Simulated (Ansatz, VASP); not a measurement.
Two plane-wave programs on NaH

```
Na H
1.0
     0.00000    2.39569    2.39569
     2.39569    0.00000    2.39569
     2.39569    2.39569    0.00000
Na H
1 1
Direct
  0.00000 0.00000 0.00000
  0.50000 0.50000 0.50000
```

Alike in both runs: functional PBEsol; k mesh 8 × 8 × 8; no spin polarisation.

Ansatz relaxed the structure, and its values are those at the end. VASP's run is a single point on that final structure, the one shown.

|  | VASP | Ansatz |
| --- | --- | --- |
| version | VASP 6.6.1 | Ansatz 0.2.0 |
| potentials or method | VASP PAW PBE potentials, release 64 (Na_pv, H) | scalar-relativistic, plane waves, PAW |
| plane-wave cutoff (eV) | 520 | 420 |
| occupations | gaussian, width 0.01 eV | fixed |
| valence electrons in the cell | 8 | 10 |

|  | VASP | Ansatz | Ansatz less VASP |
| --- | --- | --- | --- |
| gap on the k mesh at the Fermi level (eV) | 3.60 | 3.61 | +0.003 |
| least direct gap on the mesh (eV) | 4.51 | 4.52 | +0.003 |
| pressure (GPa) | 0.0 | 0.0 | +0.05 |

The two sets of potentials don't hold the same shells in valence.

Caveats: the PAW data sets were made with another functional, which shifts forces and pressure a little (VASP). A k mesh can miss the band edges.
